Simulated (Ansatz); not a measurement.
Response of AlN to small distortions

```yaml
crystal:
  lattice:
    - [3.11100, 0.00000, 0.00000]
    - [-1.55550, 2.69421, 0.00000]
    - [0.00000, 0.00000, 4.97800]
  atoms:
    - { symbol: Al, position: [0.33333, 0.66667, 0.00000] }
    - { symbol: Al, position: [0.66667, 0.33333, 0.50000] }
    - { symbol: N, position: [0.33333, 0.66667, 0.38500] }
    - { symbol: N, position: [0.66667, 0.33333, 0.88500] }
```

Atom numbers follow the list: Al1, Al2, N3, N4.

The cell is COD entry 9008860, as deposited and not checked against the literature; nothing was relaxed.

The calculation used Ansatz 0.2.0, DFT, PBE, PAW with Ansatz's default frozen-core files, scalar-relativistic.

Sampling and basis: a Γ-centred 11×11×6 k mesh, Fermi–Dirac smearing of 0.02 eV, cutoff 420 eV, no spin polarisation.

The unchanged cell is at 4.05 GPa.

Semilocal functionals give too small gaps.

x, y and z are the Cartesian axes of the cell as listed; fractional coordinates follow a strain, and an engineering shear is twice the off-diagonal strain component.

(1) One change gave: energy change +1.4 meV/atom; stress change (xx, yy, zz, yz, xz, xy) 0.03, 0.03, 0.03, 1.28, 1.28, 1.80 GPa, compression positive; change of the force on N4 (-0.171, -0.058, -0.005) eV/Å; gap on the k mesh 4.15 → 4.15 eV. Which change was it?
A. equal xy, yz and zx engineering shear strains of +3 %
B. equal xy, yz and zx engineering shear strains of -1 %
C. equal xy, yz and zx engineering shear strains of -3 %
D. equal xy, yz and zx engineering shear strains of -2 %
E. equal xy, yz and zx engineering shear strains of +2 %
F. equal xy, yz and zx engineering shear strains of +1 %

## Answers

(1) B. For equal xy, yz and zx engineering shear strains of -2 %: energy change +5.8 meV/atom; stress change (xx, yy, zz, yz, xz, xy) 0.13, 0.13, 0.12, 2.56, 2.56, 3.59 GPa, compression positive; change of the force on N4 (-0.355, -0.125, -0.018) eV/Å; gap on the k mesh 4.15 → 4.12 eV. For equal xy, yz and zx engineering shear strains of +1 %: energy change +1.4 meV/atom; stress change (xx, yy, zz, yz, xz, xy) 0.03, 0.03, 0.03, -1.29, -1.29, -1.80 GPa, compression positive; change of the force on N4 (0.160, 0.050, -0.004) eV/Å; gap on the k mesh 4.15 → 4.15 eV. For equal xy, yz and zx engineering shear strains of +3 %: energy change +12.9 meV/atom; stress change (xx, yy, zz, yz, xz, xy) 0.27, 0.32, 0.26, -3.88, -3.89, -5.42 GPa, compression positive; change of the force on N4 (0.450, 0.125, -0.040) eV/Å; gap on the k mesh 4.15 → 4.09 eV. For equal xy, yz and zx engineering shear strains of -3 %: energy change +13.1 meV/atom; stress change (xx, yy, zz, yz, xz, xy) 0.30, 0.29, 0.27, 3.82, 3.84, 5.39 GPa, compression positive; change of the force on N4 (-0.553, -0.201, -0.042) eV/Å; gap on the k mesh 4.15 → 4.08 eV. For equal xy, yz and zx engineering shear strains of +2 %: energy change +5.7 meV/atom; stress change (xx, yy, zz, yz, xz, xy) 0.12, 0.14, 0.12, -2.58, -2.59, -3.61 GPa, compression positive; change of the force on N4 (0.310, 0.092, -0.018) eV/Å; gap on the k mesh 4.15 → 4.12 eV.
